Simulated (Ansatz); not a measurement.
**Lead, diamond: HSE06 after PBE**

Aim: see what exact exchange does to the levels, and what it costs. Spin polarisation is left out. The geometry was relaxed under PBE beforehand and is kept. Exact exchange is dear, so the k-mesh is coarse, and PBE is run on the same mesh for comparison.

Program: Ansatz 0.2.0. Level of theory: DFT, plane waves (420 eV) with PBE-made PAW files, scalar-relativistic; functionals as named at each step. These are calculated values, not measurements.

## (1) The starting structure

It takes space group Fd-3m (No. 227, cubic). Conventional cell: a = 7.062 Å, b = 7.062 Å, c = 7.062 Å, α = 90.00°, β = 90.00°, γ = 90.00°. Pb (site symmetry -43m) is surrounded by 4 Pb at 3.06 Å.

Coordinates:

```
Pb
1.0
     0.00000    3.53113    3.53113
     3.53113    0.00000    3.53113
     3.53113    3.53113    0.00000
Pb
2
Direct
  0.12500 0.12500 0.12500
  0.87500 0.87500 0.87500
```

## (2) PBE on the coarse mesh

The run with PBE.

Input file input.yaml:

```yaml
crystal:
  lattice:
    - [0.0, 3.5311273908, 3.5311273908]
    - [3.5311273908, 0.0, 3.5311273908]
    - [3.5311273908, 3.5311273908, 0.0]
  atoms:
    - { symbol: Pb, position: [0.125, 0.125, 0.125] }
    - { symbol: Pb, position: [0.875, 0.875, 0.875] }
hamiltonian:
  xc: pbe
  pseudopotentials:
    kind: paw
    azcp:
      Pb: "pseudopotentials/Pb.paw.azcp"
basis:
  ecutwfc: 420
  fft_grid_basis: typed
kpoints:
  mp_grid: { grid: [4, 4, 4], shift: [0, 0, 0] }
magnetization:
  spin_polarized: false
scf:
  occupations: { method: fermi_dirac, width: 0.1 }
```

Run with:

```bash
$ ansatz run input.yaml --threads 4 --pin off --max-ram 8192MiB --backend cpu --events-out ev --progress --plain --runs-dir out
```

The program printed, cut to the lines that bear on the results:

```text
Warning: RAYON_NUM_THREADS=4 ignored (pool sized by the plan → 4); use --threads N
[...]
Pseudopotentials: kind: paw
Pseudopotential: Pb, paw, valence charge 14, recommended cutoff 420 eV (normal), <dir>
Functional definition: PBE
[...]
Crystal: 2 atoms, lattice volume = 88.058 Å³
Basis set: ecut = 420 eV, 1759 PW (Γ)
Bands: 18, of which v1, the nominal top of the filled ones, is band 14 counted from 1 (13 counted from 0)
Symmetry: 48 space group operations
Space group: Fd-3m (ITA 227), of the structure as read, at distance tolerance 4.4e-5 Å
k-points: 8 of 64
[...]
SCF iter   1: F=—  HF=-23812.221253 eV  |F-HF|=—  |Δ(HF+E_count)|=         —  Δρ=7.73e-4  dr2=4.14e-4  ethr=1.77e-3  ⟨swp⟩=6.1  Hψ=742  notcnv=0
[...]
SCF iter   6: F=-23812.219691 eV  HF=-23812.219691 eV  |F-HF|=2.40e-10  |Δ(HF+E_count)|=   1.30e-9  Δρ=3.24e-7  dr2=8.42e-11  ethr=2.11e-11  ⟨swp⟩=1.0  Hψ=432  notcnv=0
[...]
SCF converged after 6 iterations
Free energy (F): -23812.219691 eV
[...]
E sigma→0 (E₀):  -23812.194188 eV
Entropy (-TS):   -0.051007 eV (-25.504 meV/atom)
Fermi energy:    5.914623 eV
[...]
```

Wall time 0.3 s (4 threads of Arm Neoverse V2, shared host); peak memory 0.3 GiB.

## (3) HSE06 on the coarse mesh

The run with HSE06.

Changes to input.yaml since step 2:

```diff
@@ -9,3 +9,3 @@
 hamiltonian:
-  xc: pbe
+  xc: hse06
   pseudopotentials:
```

Run with:

```bash
$ ansatz run input.yaml --threads 4 --pin off --max-ram 8192MiB --backend cpu --events-out ev --progress --plain --runs-dir out
```

The program printed, cut to the lines that bear on the results:

```text
Warning: RAYON_NUM_THREADS=4 ignored (pool sized by the plan → 4); use --threads N
[...]
[... 2 set-up lines as earlier in the session ...]
Functional definition: HSE06
[...]
Crystal: 2 atoms, lattice volume = 88.058 Å³
Basis set: ecut = 420 eV, 1759 PW (Γ)
Bands: 18, of which v1, the nominal top of the filled ones, is band 14 counted from 1 (13 counted from 0)
[... 2 set-up lines as earlier in the session ...]
k-points: 8 of 64
[...]
SCF iter   1: F=—  HF=-23812.218782 eV  |F-HF|=—  |Δ(HF+E_count)|=         —  Δρ=9.00e-4  dr2=4.07e-4  ethr=1.77e-3  ⟨swp⟩=7.4  Hψ=612  notcnv=0
[...]
Frozen-core exchange: fock
[...]
SCF 2 stopped early in 6 iterations: F = -23819.475605 eV  dr2 = 2.40e-6
hybrid outer 1: dexx = +5.883e-3 eV, tail = 1.06e-5 eV
[...]
Frozen-core exchange: fock
[...]
hybrid outer 2: dexx = +5.334e-7 eV, tail = 1.02e-7 eV, Δε = 2.34e-3 eV (about 2.47e-4 eV left of the loop's levels)
hybrid SCF converged: 2 outer / 8 inner (+8 warm-up), last move |dexx| = 5.33e-7 eV, tail = 1.02e-7 eV
Stability not checked: this state was not tested for a lower state beside it, because the functional holds exact exchange (a hybrid, or Hartree-Fock), whose exchange loop this test does not read (fock_operator; see scf.lower_state_search)
Free energy (F): -23819.475569 eV
Frozen-core exchange: fock
[...]
E sigma→0 (E₀):  -23819.448958 eV
Entropy (-TS):   -0.053223 eV (-26.611 meV/atom)
Fermi energy:    5.728624 eV
[...]
--- Band table (eV; the first three rows and the last of 8) ---
  k-point 0: bands = ["-12.9039", "-12.9039", "-12.9039", "-12.8351", "-12.8351", "-12.4695", "-12.4695", "-12.4695", "-12.4490", "-12.4490", "-5.7808", "1.6416", "6.4097", "6.4097", "6.4097", "8.7335"]
[...]
  guard bands above this table: 2 of the run's 18 bands. The solve was not asked for them (output.publish_guard_bands: true or output.eigenvalues: true publishes all)
```

It took 4.2 s on 4 threads of Arm Neoverse V2, shared host; peak memory 0.94 GiB.

## (4) Side by side

```csv
functional,gap on the mesh,Fermi energy (eV),SCF cycles,exchange loops,CPU time
PBE,none (levels filled in part),5.915,6,-,0.8 s
HSE06,none (levels filled in part),5.729,16,2,12 s
```

## (5) Summary of results

```
                         quantity                         value
                         PBE: gap  none (levels filled in part)
                       HSE06: gap  none (levels filled in part)
HSE06: SCF cycles, exchange loops                         16, 2
 HSE06: CPU time over that of PBE                            15
           HSE06: relative to fcc                 +243 meV/atom
```

Neither PBE nor HSE06 shows a clean gap on this mesh. The hybrid took 15 times as much CPU time as PBE on the same settings. HSE06 needed 2 outer loops of the exchange operator. The dense-mesh value adds -56.2 meV/atom, the change that PBE shows between the coarse mesh and its own dense run (not shown). Under HSE06 it lies 243 meV/atom above fcc (computed apart in the same way); on such meshes a few tens of meV are uncertain for metals. The total energies in the logs cannot be compared from one functional to another.
